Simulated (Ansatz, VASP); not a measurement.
**Ru: VASP beside Ansatz**

```xyz
2
Lattice="2.7237 0.0000 0.0000 -1.3619 2.3588 0.0000 0.0000 0.0000 4.3103" Properties=species:S:1:pos:R:3 pbc="T T T"
Ru    1.3619    0.7863    3.2327
Ru    0.0000    1.5725    1.0776
```

Change from the starting cell: volume scaled by 1.02.

Alike in both runs: task single point; functional PBEsol; k mesh 11 × 11 × 6; occupations fermi-dirac, width 0.05 eV; no spin polarisation.

```csv
,VASP,Ansatz
version,VASP 6.6.1,Ansatz 0.2.0
potentials or method,"VASP PAW PBE potentials, release 64 (Ru_pv)",Ansatz PAW
plane-wave cutoff (eV),520,420
valence electrons in the cell,28,32
```

Ansatz gave:

* gap on the k mesh at the Fermi level (eV): none
* pressure (GPa): -12.2
* largest component of the traceless stress (GPa): 0.60

Estimate VASP's values.

gap on the k mesh at the Fermi level (eV): none; pressure (GPa): -12.3; largest component of the traceless stress (GPa): 0.60.

A gap of «none» marks a metal or a gap that the smearing closes. The functional is the same, so the differences come from potentials, cutoffs and numerics. The two sets of potentials don't hold the same shells in valence.

Caveats: the PAW data sets were made with another functional, which shifts forces and pressure a little (VASP); the PAW data sets come from PBE, with cores solved anew for the run's functional, which leaves a small shift of forces and pressure (Ansatz).
